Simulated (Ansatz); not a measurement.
# WS2: the cost of one run

Method: DFT PBE, scalar-relativistic, plane waves, PAW, in Ansatz 0.2.0.

## 1. The starting structure

It takes space group P3m1 (No. 156, trigonal). Conventional cell: a = 3.183 Å, b = 3.183 Å, c = 28.532 Å, α = 90.00°, β = 90.00°, γ = 120.00°. W (site symmetry 3m) is surrounded by 6 S at 2.41 Å. Around S (site symmetry 3m) lie 3 W at 2.41 Å. Only part of the 9 independent sites is listed.

As a file:

```cif
data_structure
_symmetry_space_group_name_H-M 'P 1'
_symmetry_Int_Tables_number 1
_cell_length_a 6.3659
_cell_length_b 6.3659
_cell_length_c 28.7092
_cell_angle_alpha 86.822
_cell_angle_beta 83.635
_cell_angle_gamma 60.000
_cell_volume 1001.35
loop_
_atom_site_label
_atom_site_type_symbol
_atom_site_fract_x
_atom_site_fract_y
_atom_site_fract_z
_atom_site_occupancy
W1 W 0.83702 0.66667 0.65929 1
W2 W 0.33702 0.66667 0.65929 1
W3 W 0.83702 0.16667 0.65929 1
W4 W 0.33702 0.16667 0.65929 1
W5 W 0.89057 0.33333 0.88553 1
W6 W 0.39057 0.33333 0.88553 1
W7 W 0.89057 0.83333 0.88553 1
W8 W 0.39057 0.83333 0.88553 1
W9 W 0.61615 0.33333 0.43436 1
W10 W 0.11615 0.33333 0.43436 1
W11 W 0.61615 0.83333 0.43436 1
W12 W 0.11615 0.83333 0.43436 1
S1 S 0.69657 0.66667 0.94019 1
S2 S 0.19657 0.66667 0.94019 1
S3 S 0.69657 0.16667 0.94019 1
S4 S 0.19657 0.16667 0.94019 1
S5 S 0.92215 0.66667 0.48903 1
S6 S 0.42215 0.66667 0.48903 1
S7 S 0.92215 0.16667 0.48903 1
S8 S 0.42215 0.16667 0.48903 1
S9 S 0.97636 0.33333 0.71395 1
S10 S 0.47636 0.33333 0.71395 1
S11 S 0.97636 0.83333 0.71395 1
S12 S 0.47636 0.83333 0.71395 1
S13 S 0.75124 0.66667 0.83085 1
S14 S 0.25124 0.66667 0.83085 1
S15 S 0.75124 0.16667 0.83085 1
S16 S 0.25124 0.16667 0.83085 1
S17 S 0.97681 0.66667 0.37971 1
S18 S 0.47681 0.66667 0.37971 1
S19 S 0.97681 0.16667 0.37971 1
S20 S 0.47681 0.16667 0.37971 1
S21 S 0.53102 0.33333 0.60462 1
S22 S 0.03102 0.33333 0.60462 1
S23 S 0.53102 0.83333 0.60462 1
S24 S 0.03102 0.83333 0.60462 1
```

The runs take a perfect supercell of 36 atoms; the defect goes to fractional position (0.697, 0.667, 0.940).

## 2. The perfect supercell

Input file input.yaml:

```yaml
crystal:
  lattice:
    - [-3.182954, -5.513038, 0.0]
    - [3.182954, -5.513038, 0.0]
    - [-1.591477, -2.756519, 28.532218]
  atoms:
    - { symbol: W, position: [0.837023, 0.666667, 0.659287] }
    - { symbol: W, position: [0.337023, 0.666667, 0.659287] }
    - { symbol: W, position: [0.837023, 0.166667, 0.659287] }
    - { symbol: W, position: [0.337023, 0.166667, 0.659287] }
    - { symbol: W, position: [0.890566, 0.333334, 0.885534] }
    - { symbol: W, position: [0.390566, 0.333334, 0.885534] }
    - { symbol: W, position: [0.890566, 0.833334, 0.885534] }
    - { symbol: W, position: [0.390566, 0.833334, 0.885534] }
    - { symbol: W, position: [0.616152, 0.333334, 0.434362] }
    - { symbol: W, position: [0.116152, 0.333334, 0.434362] }
    - { symbol: W, position: [0.616152, 0.833334, 0.434362] }
    - { symbol: W, position: [0.116152, 0.833334, 0.434362] }
    - { symbol: S, position: [0.696574, 0.666666, 0.940186] }
    - { symbol: S, position: [0.196574, 0.666666, 0.940186] }
    - { symbol: S, position: [0.696574, 0.166666, 0.940186] }
    - { symbol: S, position: [0.196574, 0.166666, 0.940186] }
    - { symbol: S, position: [0.922151, 0.666667, 0.489031] }
    - { symbol: S, position: [0.422151, 0.666667, 0.489031] }
    - { symbol: S, position: [0.922151, 0.166667, 0.489031] }
    - { symbol: S, position: [0.422151, 0.166667, 0.489031] }
    - { symbol: S, position: [0.976357, 0.333334, 0.713952] }
    - { symbol: S, position: [0.476357, 0.333334, 0.713952] }
    - { symbol: S, position: [0.976357, 0.833334, 0.713952] }
    - { symbol: S, position: [0.476357, 0.833334, 0.713952] }
    - { symbol: S, position: [0.751243, 0.666666, 0.830848] }
    - { symbol: S, position: [0.251243, 0.666666, 0.830848] }
    - { symbol: S, position: [0.751243, 0.166666, 0.830848] }
    - { symbol: S, position: [0.251243, 0.166666, 0.830848] }
    - { symbol: S, position: [0.976812, 0.666666, 0.37971] }
    - { symbol: S, position: [0.476812, 0.666666, 0.37971] }
    - { symbol: S, position: [0.976812, 0.166666, 0.37971] }
    - { symbol: S, position: [0.476812, 0.166666, 0.37971] }
    - { symbol: S, position: [0.531021, 0.333333, 0.604625] }
    - { symbol: S, position: [0.031021, 0.333333, 0.604625] }
    - { symbol: S, position: [0.531021, 0.833333, 0.604625] }
    - { symbol: S, position: [0.031021, 0.833333, 0.604625] }
basis:
  ecutwfc: 420
  fft_grid_basis: typed
kpoints:
  mp_grid: { grid: [2, 2, 2] }
hamiltonian:
  xc: pbe
  pseudopotentials: { kind: paw }
scf:
  occupations: { method: gaussian, width: 0.05 }
output:
  forces: true
  stress: false
  eigenvalues: true
  bader: false
  write_density: true
  volumetric_format: npy
```

Run with:

```sh
$ ansatz run input.yaml --threads 4 --pin off --max-ram 10240MiB --backend cpu --events-out ev --progress --plain --runs-dir out
```

**Question.** How long does this run take on 4 threads of Arm Neoverse N1, shared host, and how much memory does it need?

About 35 s, with a peak of 4 GiB.
